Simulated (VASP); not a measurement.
PbSe (Clausthalite) under changes of volume

One of the cells (29.244 Å³/atom); the others are scaled copies at fixed shape and fractional positions:

```
CELL_PARAMETERS angstrom
0.00000 3.08092 3.08092
3.08092 0.00000 3.08092
3.08092 3.08092 0.00000
ATOMIC_POSITIONS crystal
Pb 0.00000 0.00000 0.00000
Se 0.50000 0.50000 0.50000
```

| Quantity | Value |
| --- | --- |
| Program | VASP 6.6.1 |
| Functional | PBEsol |
| Potentials or basis | VASP PAW PBE potentials, release 64 (Pb_d, Se) |
| Cutoff | 520 eV |
| k mesh | 8 × 8 × 8 |
| Occupations | fermi-dirac, width 0.05 eV |
| Spin | no spin polarisation |

```csv
volume (Å³/atom),energy over the lowest point (meV/atom),pressure (GPa),gap on the mesh (eV)
26.951,13.23,3.1,0.02
27.524,?,?,?
28.097,0.00,0.6,0.13
29.244,3.03,-1.5,0.27
29.818,9.70,-2.3,0.33
30.391,19.35,-3.1,0.38
```

What does the run at 27.524 Å³/atom give?

Energy over the lowest point 4.39 meV/atom; pressure 1.8 GPa; gap on the mesh 0.06 eV.

Worked out: A Birch-Murnaghan fit of order 3 (a polynomial in V^(-2/3)) to the other rows has its minimum at 28.43 Å³/atom with B0 = V·E''(V) = 53 GPa and B' = 4.0. It gives 4.37 meV/atom at 27.524 Å³/atom, against the run's 4.39, and -dE/dV = 1.8 GPa, against 1.8.

Energies are extrapolated to zero smearing.

Caveats: the PAW data sets were made with another functional, which shifts forces and pressure a little; spin-orbit coupling is left out, which as a rule narrows the gap of such compounds by several tenths of an eV.

A mesh can miss the band edges.
